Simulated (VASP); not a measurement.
# Ba in VASP: notebook

Runs on Ba. Level: PBE. Tasks: single point.

Everything below comes from runs of VASP 6.6.1. Logs are shortened: lines on timing, memory, paths and dates and some standing lists are left out, and cuts for length are marked.

## Step 1: Starting point

The cell holds a sheet with vacuum, 1 atom: a = 4.203 Å, b = 4.211 Å, c = 23.800 Å, α = 90.00°, β = 90.00°, γ = 90.00°.

The cell was built by a generator and needn't be a form met in nature.

## Step 2: Single point, PBE

File INCAR:

```
SYSTEM = Ba
ALGO = Fast
DIPOL = 0.5 0.5 0.294
EDIFF = 1E-6
ENCUT = 520
GGA = PE
IDIPOL = 3
ISIF = 2
ISMEAR = 0
LASPH = .TRUE.
LCHARG = .FALSE.
LDIPOL = .TRUE.
LREAL = .FALSE.
LWAVE = .FALSE.
NBANDS = 11
NELM = 60
PREC = Accurate
SIGMA = 0.1
```

File KPOINTS:

```
k-points
0
G
  14 14 1
  0 0 0
```

File POSCAR:

```
Ba
1.0
    4.2030760620      0.0000000000      0.0000000000
    0.0000000000      4.2110841178      0.0000000000
    0.0000000000      0.0000000000     23.8000000000
Ba
1
Direct
    0.0000000000      0.0000000000      0.2941176471
```

Potentials or basis: VASP PAW PBE potentials, release 64 (Ba_sv).

Run with:

```sh
> cat potpaw_PBE.64/Ba_sv/POTCAR > POTCAR
> mpirun -np 1 vasp_std > vasp.out
```

OUTCAR:

```text
SYSTEM = Ba
   EDIFF = 1E-6
   ENCUT = 520
   GGA = PE
   ISIF = 2
   ISMEAR = 0
   LASPH = .TRUE.
   LREAL = .FALSE.
   NELM = 60
   PREC = Accurate

 ion  position               nearest neighbor table
   1  0.000  0.000  0.294-

  LATTYP: Found a simple orthorhombic cell.
 ALAT       =     4.2030760620
 B/A-ratio  =     1.0019052845
 C/A-ratio  =     5.6625194617

  Lattice vectors:

 A1 = (   4.2030760620,   0.0000000000,   0.0000000000)
 A2 = (   0.0000000000,   4.2110841178,   0.0000000000)
 A3 = (   0.0000000000,   0.0000000000,  23.8000000000)

Analysis of symmetry for initial positions (statically):
=====================================================================
 Subroutine PRICEL returns:
 Original cell was already a primitive cell.

 Routine SETGRP: Setting up the symmetry group for a
 simple orthorhombic supercell.

 Subroutine GETGRP returns: Found  8 space group operations
 (whereof  4 operations were pure point group operations)
 out of a pool of  8 trial point group operations.

The static configuration has the point symmetry C_2v.
 The point group associated with its full space group is D_2h.

Analysis of symmetry for dynamics (positions and initial velocities):
=====================================================================
 Subroutine PRICEL returns:
 Original cell was already a primitive cell.

 Routine SETGRP: Setting up the symmetry group for a
 simple orthorhombic supercell.

 Subroutine GETGRP returns: Found  8 space group operations
 (whereof  4 operations were pure point group operations)
 out of a pool of  8 trial point group operations.

The dynamic configuration has the point symmetry C_2v.
 The point group associated with its full space group is D_2h.

 Subroutine INISYM returns: Found  8 space group operations
 (whereof  4 operations are pure point group operations),
 and found     1 'primitive' translations

----------------------------------------------------------------------------------------

                                     Primitive cell

  volume of cell :     421.2483

  direct lattice vectors                    reciprocal lattice vectors
     4.203076062  0.000000000  0.000000000     0.237920986  0.000000000  0.000000000
     0.000000000  4.211084118  0.000000000     0.000000000  0.237468541  0.000000000
     0.000000000  0.000000000 23.800000000     0.000000000  0.000000000  0.042016807

  length of vectors
     4.203076062  4.211084118 23.800000000     0.237920986  0.237468541  0.042016807

  position of ions in fractional coordinates (direct lattice)
     0.000000000  0.000000000  0.294117647

  ion indices of the primitive-cell ions
   primitive index   ion index
                 1           1

----------------------------------------------------------------------------------------

 KPOINTS: k-points

Automatic generation of k-mesh.
 Grid dimensions read from file:
 generate k-points for:   14   14    1

 Generating k-lattice:

  Cartesian coordinates                     Fractional coordinates (reciprocal lattice)
     0.016994356  0.000000000  0.000000000     0.071428571  0.000000000  0.000000000
     0.000000000  0.016962039  0.000000000     0.000000000  0.071428571  0.000000000
     0.000000000  0.000000000  0.042016807     0.000000000  0.000000000  1.000000000

  Length of vectors
     0.016994356  0.016962039  0.042016807

  Shift w.r.t. Gamma in fractional coordinates (k-lattice)
     0.000000000  0.000000000  0.000000000

 Subroutine IBZKPT returns following result:
 ===========================================

 Found     64 irreducible k-points:

 Following reciprocal coordinates:
            Coordinates               Weight
  0.000000  0.000000  0.000000      1.000000
  0.071429  0.000000  0.000000      2.000000
  0.142857  0.000000  0.000000      2.000000
  0.214286  0.000000  0.000000      2.000000
  0.285714  0.000000  0.000000      2.000000
  0.357143  0.000000  0.000000      2.000000
[... 16 lines left out ...]
  0.428571  0.142857  0.000000      4.000000
  0.500000  0.142857  0.000000      2.000000
 [... further k-points ...]
   k-points           NKPTS =     64   k-points in BZ     NKDIM =     64   number of bands    NBANDS=     11
   number of dos      NEDOS =    301   number of ions     NIONS =      1
   total plane-waves  NPLWV = 184320
   dimension x,y,z NGX =    32 NGY =   32 NGZ =  180
   dimension x,y,z NGXF=    64 NGYF=   64 NGZF=  360
   ions per type =               1
   NGX,Y,Z   is equivalent  to a cutoff of  12.66, 12.63, 12.57 a.u.
   NGXF,Y,Z  is equivalent  to a cutoff of  25.31, 25.27, 25.15 a.u.
 SYSTEM =  Ba
   PREC   = accura    normal or accurate (medium, high low for compatibility)
   ISTART =      0    job   : 0-new  1-cont  2-samecut
   ICHARG =      2    charge: 1-file 2-atom 10-const
   ISPIN  =      1    spin polarized calculation?
   LNONCOLLINEAR =      F non collinear calculations
   LSORBIT =      F    spin-orbit coupling
   LASPH  =      T    aspherical Exc in radial PAW
   ENCUT  =  520.0 eV  38.22 Ry    6.18 a.u.   7.81  7.83 44.25*2*pi/ulx,y,z
   NELM   =     60;   NELMIN=  2; NELMDL= -5     # of ELM steps
   EDIFF  = 0.1E-05   stopping-criterion for ELM
   LREAL  =      F    real-space projection
   EDIFFG = 0.1E-04   stopping-criterion for IOM
   NSW    =      0    number of steps for IOM
   IBRION =     -1    ionic relax: 0-MD 1-quasi-New 2-CG
   NFREE  =      0    steps in history (QN), initial steepest desc. (CG)
   ISIF   =      2    stress and relaxation
   ISYM   =      2    0-nonsym 1-usesym 2-fastsym
   POTIM  = 0.5000    time-step for ionic-motion
   TEBEG  =    0.0;   TEEND  =   0.0 temperature during run
   PSTRESS=    0.0 pullay stress
   NELECT =      10.0000    total number of electrons
   NUPDOWN=      -1.0000    fix difference up-down
   EMIN   =  10.00;   EMAX   =-10.00  energy-range for DOS
   EFERMI =   0.00;   METHOD = LEGACY
   ISMEAR =     0;   SIGMA  =   0.10  broadening in eV -4-tet -1-fermi 0-gaus
   EFERMI_NEDOS =   21; number of points for ismear=-14 and -15
   IALGO  =     68    algorithm
   IMIX   =      4    mixing-type and parameters
     AMIX     =   0.40;   BMIX     =  1.00
     AMIX_MAG =   1.60;   BMIX_MAG =  1.00
  volume/ion in A,a.u.               =     421.25      2842.72
  Fermi-wavevector in a.u.,A,eV,Ry     =   0.470503  0.889121  3.011960  0.221373
  Thomas-Fermi vector in A             =   1.462632
   LORBIT       =      0    0 simple, 1 ext, 2 COOP (PROOUT), +10 PAW based schemes
   GGA     = PE    functional components
   LHFCALC =     F    Hartree Fock is set to
   AEXX    =    0.0000 exact exchange contribution
   IVDW    =     0    specifies the selected vdW correction
   LEPSILON=     F    determine dielectric tensor
   LRPA    =     F    only Hartree local field effects (RPA)
 non-spin polarized calculation
 RMM-DIIS sequential band-by-band and
 Gauss-broadening in eV      SIGMA  =   0.10
  energy-cutoff  :      520.00
  volume of cell :      421.25
 maximum number of plane-waves:     11386
 NGX is ok and might be reduce to    32
   NGX = 15   NGY = 15   NGZ = 89

 number of electron      10.0000000 magnetization

 dipolmoment           0.000000      0.000000     -0.000000 electrons x Angstroem

 number of electron       9.9999999 magnetization

 dipolmoment           0.000000      0.000000      0.000003 electrons x Angstroem

 Free energy of the ion-electron system (eV)
  ---------------------------------------------------
  ext. energy  EPLUGINS =         0.00000000
  ---------------------------------------------------
  free energy    TOTEN  =        -1.02759616 eV

  energy without entropy =       -1.01603834  energy(sigma->0) =       -1.02181725

 E-fermi :  -1.6279     XC(G=0):  -1.7748

 val. band max:       -1.6292964978   @ k =   0.0000   0.4286   0.0000
 cond. band min:      -1.6033858864   @ k =   0.4286   0.0714   0.0000
 fundamental gap:      0.0259106114
 Fermi energy:        -1.6278710898

 k-point     1 :       0.0000    0.0000    0.0000
  band No.  band energies     occupation
      1     -31.3583      2.00000
      2     -16.6854      2.00000
      3     -16.2287      2.00000
      4     -16.2255      2.00000
      5      -3.6809      2.00000
      6      -1.5474      0.25516
      7      -1.3275      0.00002
      8      -1.2696      0.00000
      9       0.5772      0.00000
     10       1.0652      0.00000
     11       1.0778      0.00000

 k-point     2 :       0.0714    0.0000    0.0000
  band No.  band energies     occupation
      1     -31.3570      2.00000
      2     -16.6832      2.00000
      3     -16.2465      2.00000
      4     -16.2269      2.00000
      5      -3.6120      2.00000
      6      -1.4974      0.06507
      7      -1.3245      0.00002
      8      -1.2293      0.00000
      9       0.6178      0.00000
     10       0.8244      0.00000
     11       1.0794      0.00000

 k-point     3 :       0.1429    0.0000    0.0000
  band No.  band energies     occupation
      1     -31.3532      2.00000
      2     -16.6771      2.00000
      3     -16.3048      2.00000
      4     -16.2220      2.00000
      5      -3.4167      2.00000
      6      -1.3685      0.00024
      7      -1.3266      0.00002
      8      -1.0958      0.00000
      9       0.5742      0.00000
     10       0.7423      0.00000
     11       1.1210      0.00000

 k-point     4 :       0.2143    0.0000    0.0000
  band No.  band energies     occupation
      1     -31.3478      2.00000
      2     -16.6683      2.00000
      3     -16.3872      2.00000
      4     -16.2148      2.00000
      5      -3.1246      2.00000
      6      -1.3605      0.00016
      7      -1.2112      0.00000
      8      -0.8540      0.00000
      9       0.4402      0.00000
     10       1.1824      0.00000
     11       1.4069      0.00000

 k-point     5 :       0.2857    0.0000    0.0000
  band No.  band energies     occupation
      1     -31.3418      2.00000
      2     -16.6584      2.00000
      3     -16.4763      2.00000
      4     -16.2068      2.00000
      5      -2.7750      2.00000
      6      -1.4419      0.00855
      7      -1.0538      0.00000
      8      -0.5702      0.00000
      9       0.4338      0.00000
     10       1.0752      0.00000
     11       1.2525      0.00000
[... 211 lines left out ...]
 k-point    21 :       0.2857    0.1429    0.0000
  band No.  band energies     occupation
      1     -31.3369      2.00000
      2     -16.6506      2.00000
      3     -16.4678      2.00000
      4     -16.2825      2.00000
      5      -2.5109      2.00000
      6      -1.3580      0.00014
      7      -0.7988      0.00000
      8      -0.5459      0.00000
      9       0.2114      0.00000
     10       0.6358      0.00000
     11       1.0509      0.00000

 k-point    22 :       0.3571    0.1429    0.0000
  band No.  band energies     occupation
      1     -31.3314      2.00000
      2     -16.6417      2.00000
      3     -16.5456      2.00000
      4     -16.2746      2.00000
      5      -2.1397      2.00000
      6      -1.4436      0.00915
      7      -0.7507      0.00000
      8      -0.4783      0.00000
      9       0.2158      0.00000
     10       0.6680      0.00000
     11       1.2835      0.00000

 k-point    23 :       0.4286    0.1429    0.0000
  band No.  band energies     occupation
      1     -31.3277      2.00000
      2     -16.6356      2.00000
      3     -16.5984      2.00000
      4     -16.2691      2.00000
      5      -1.7765      1.96447
      6      -1.5199      0.12695
      7      -0.9631      0.00000
      8      -0.3718      0.00000
      9       0.2693      0.00000
     10       0.7275      0.00000
     11       1.5355      0.00000

 k-point    24 :       0.5000    0.1429    0.0000
  band No.  band energies     occupation
      1     -31.3263      2.00000
      2     -16.6334      2.00000
      3     -16.6170      2.00000
      4     -16.2671      2.00000
      5      -1.5497      0.26885
      6      -1.5445      0.23846
      7      -1.1635      0.00000
      8      -0.3111      0.00000
      9       0.2976      0.00000
     10       0.7191      0.00000
     11       1.6839      0.00000

 [... further k-points ...]

------------------------ aborting loop because EDIFF is reached ----------------------------------------

 vacuum level on the upper side and lower side of the slab       (xc-potential included)        -0.007        -0.007

  FORCE on cell =-STRESS in cart. coord.  units (eV):
  Direction    XX          YY          ZZ          XY          YZ          ZX
  --------------------------------------------------------------------------------------
  -------------------------------------------------------------------------------------
  Total        0.0361657      0.0085907     -0.0012436      0.0000000      0.0000000      0.0000000
  in kB        0.1375529      0.0326738     -0.0047297      0.0000000      0.0000000      0.0000000
  external PRESSURE =       0.0551656 kB  Pullay stress =       0.0000000 kB

 VOLUME and BASIS-vectors are now :
 -----------------------------------------------------------------------------
  energy-cutoff  :      520.00
  volume of cell :      421.25
      direct lattice vectors                 reciprocal lattice vectors
     4.203076062  0.000000000  0.000000000     0.237920986  0.000000000  0.000000000
     0.000000000  4.211084118  0.000000000     0.000000000  0.237468541  0.000000000
     0.000000000  0.000000000 23.800000000     0.000000000  0.000000000  0.042016807

 POSITION                                       TOTAL-FORCE (eV/Angst)
 -----------------------------------------------------------------------------------
      0.00000      0.00000      7.00000         0.000000      0.000000      0.000000
 -----------------------------------------------------------------------------------
    total drift:                                0.000000      0.000000      0.000008

  FREE ENERGIE OF THE ION-ELECTRON SYSTEM (eV)
  ---------------------------------------------------
  free  energy   TOTEN  =        -1.0275961583 eV

  energy  without entropy=       -1.0160383380  energy(sigma->0) =       -1.02181725

 vacuum level on the upper side and lower side of the slab         0.711         0.711
```

Run time: 6.1 min. Hardware: 1 thread of Intel Xeon Platinum 8559C (Emerald Rapids), shared host; peak memory 0.63 GiB.

Results:

```
Free energy            : -1.0276 eV
Band gap on the k mesh : none (metal or under the smearing width)
```

Levels at points of the mesh, in eV from the Fermi level:
```tsv
k point	band 2	band 3	band 4	band 5	band 6	band 7	band 8	band 9
(0.00, 0.00, 0.00)	-15.06	-14.60	-14.60	-2.05	0.08	0.30	0.36	2.21
(0.50, 0.00, 0.00)	-15.01	-15.00	-14.56	-0.34	-0.04	0.84	1.17	2.21
(0.00, 0.50, 0.00)	-15.01	-15.00	-14.56	-0.35	-0.03	0.83	1.16	2.23
(0.50, 0.50, 0.00)	-14.97	-14.95	-14.94	-0.61	0.74	0.76	1.80	3.13
```

Spin-orbit coupling is left out, which matters for the levels of Ba.

## Step 3: Single point, PBE

This run uses another cell than the first one, of 402.60 Å³/atom, 0.956 times its volume.

File INCAR:

```
SYSTEM = Ba
ALGO = Fast ; DIPOL = 0.5 0.5 0.294
EDIFF = 1E-6 ; ENCUT = 520
GGA = PE ; IDIPOL = 3
ISIF = 2 ; ISMEAR = 0
LASPH = .TRUE. ; LCHARG = .FALSE.
LDIPOL = .TRUE. ; LREAL = .FALSE.
LWAVE = .FALSE. ; NBANDS = 11
NELM = 60 ; PREC = Accurate
SIGMA = 0.1
```

KPOINTS is that of step 2.

File POSCAR:

```
Ba
1.0
    4.1230096633      0.0000000000      0.0000000000
    0.0000000000      4.1028585111      0.0000000000
    0.0000000000      0.0000000000     23.8000000000
Ba
1
Direct
    0.0000000000      0.0000000000      0.2941176471
```

Potentials or basis: VASP PAW PBE potentials, release 64 (Ba_sv).

Run with:

```sh
> cat potpaw_PBE.64/Ba_sv/POTCAR > POTCAR
> mpirun -np 1 vasp_std > vasp.out
```

Wall time 4.6 min (1 thread of Intel Xeon Platinum 8559C (Emerald Rapids), shared host); peak memory 0.62 GiB.

Results (log left out):

| Property | Result |
| --- | --- |
| Free energy | -1.0216 eV |
| Band gap on the k mesh | none (metal or under the smearing width) |

Levels at points of the mesh, in eV from the Fermi level:
| k point | band 3 | band 4 | band 5 | band 6 | band 7 | band 8 |
| --- | --- | --- | --- | --- | --- | --- |
| (0.00, 0.00, 0.00) | -14.47 | -14.46 | -2.06 | 0.07 | 0.32 | 0.35 |
| (0.50, 0.00, 0.00) | -14.91 | -14.41 | -0.29 | -0.06 | 0.95 | 1.23 |
| (0.00, 0.50, 0.00) | -14.90 | -14.42 | -0.27 | -0.07 | 0.97 | 1.25 |
| (0.50, 0.50, 0.00) | -14.88 | -14.85 | -0.69 | 0.77 | 0.80 | 1.96 |

## Step 4: Single point, PBE

File INCAR:

```
PREC = Accurate
ENCUT = 520
EDIFF = 1E-6
ISMEAR = 0
SIGMA = 0.1
LREAL = F
LASPH = T
NELM = 60
ALGO = Fast
ISIF = 2
LWAVE = F
LCHARG = F
LDIPOL = T
IDIPOL = 3
DIPOL = 0.5 0.5 0.294
GGA = PE
NBANDS = 11
```

File KPOINTS:

```
Automatic mesh
0
Gamma
  14 14 1
```

File POSCAR:

```
Ba
1.0
    4.2030760620      0.0000000000      0.0000000000
    0.0000000000      4.2110841178      0.0000000000
    0.0000000000      0.0000000000     23.8000000000
Ba
1
Direct
    0.0000000000      0.0000000000      0.2941176471
```

Run with:

```sh
> cat potpaw_PBE.64/Ba_sv/POTCAR > POTCAR
> mpirun -np 1 vasp_std > vasp.out
```

It took 4.8 min on 1 thread of Intel Xeon Platinum 8559C (Emerald Rapids), shared host; peak memory 0.62 GiB.

The run converged. Its results:

```
Free energy            : -1.0276 eV
Band gap on the k mesh : none (metal or under the smearing width)
```

Levels at points of the mesh, in eV from the Fermi level:
```tsv
k point	band 2	band 3	band 4	band 5	band 6	band 7	band 8	band 9
(0.00, 0.00, 0.00)	-15.06	-14.60	-14.60	-2.05	0.08	0.30	0.36	2.21
(0.50, 0.00, 0.00)	-15.01	-15.00	-14.56	-0.34	-0.04	0.84	1.17	2.21
(0.00, 0.50, 0.00)	-15.01	-15.00	-14.56	-0.35	-0.03	0.83	1.16	2.23
(0.50, 0.50, 0.00)	-14.97	-14.95	-14.94	-0.61	0.74	0.76	1.80	3.13
```

The run has no spin-orbit coupling, so splittings on Ba are missing.
